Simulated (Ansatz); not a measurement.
Crystal: Te2Mo.

```xyz
12
Lattice="6.3300 0.0000 0.0000 0.0000 3.4690 0.0000 -0.9468 0.0000 13.8276" Properties=species:S:1:pos:R:3 pbc="T T T"
Te    5.4013    2.6018    8.3588
Te   -0.0181    0.8672    5.4688
Te    4.9099    0.8672   11.7728
Te    0.4733    2.6018    2.0548
Te    1.7550    2.6018   12.3826
Te    3.6282    0.8672    1.4450
Te    2.1916    0.8672    8.9658
Te    3.1917    2.6018    4.8618
Mo    4.2299    2.6018   13.7253
Mo    1.1533    0.8672    0.1023
Mo    3.8493    0.8672    6.8225
Mo    1.5339    2.6018    7.0051
```

Base run:

```yaml
Program: Ansatz 0.2.0
Functional: RPBE
Potentials_or_basis: Ansatz PAW
Cutoff: "420 eV (not typed: the program's choice for these potentials)"
k_mesh: 4 × 8 × 2
Occupations: fermi-dirac, width 0.05 eV
Spin: no spin polarisation
```

Its results: band gap on the k mesh none (metal or under the smearing width); pressure 4.5 GPa; largest force 0.243 eV/Å.

**Question.** The run is repeated on the same cell with these changes: functional from RPBE to r2SCAN; cutoff from 420 eV (not typed: the program's choice for these potentials) to 500 eV (not typed: the program's choice for these potentials). What comes out?

**Answer.** Band gap on the k mesh none (metal or under the smearing width); pressure 2.0 GPa; largest force 0.303 eV/Å.

Caveats: spin-orbit coupling is left out, which moves the levels of the heavy elements; the PAW data sets come from PBE, with cores solved anew for the run's functional, which leaves a small shift of forces and pressure.
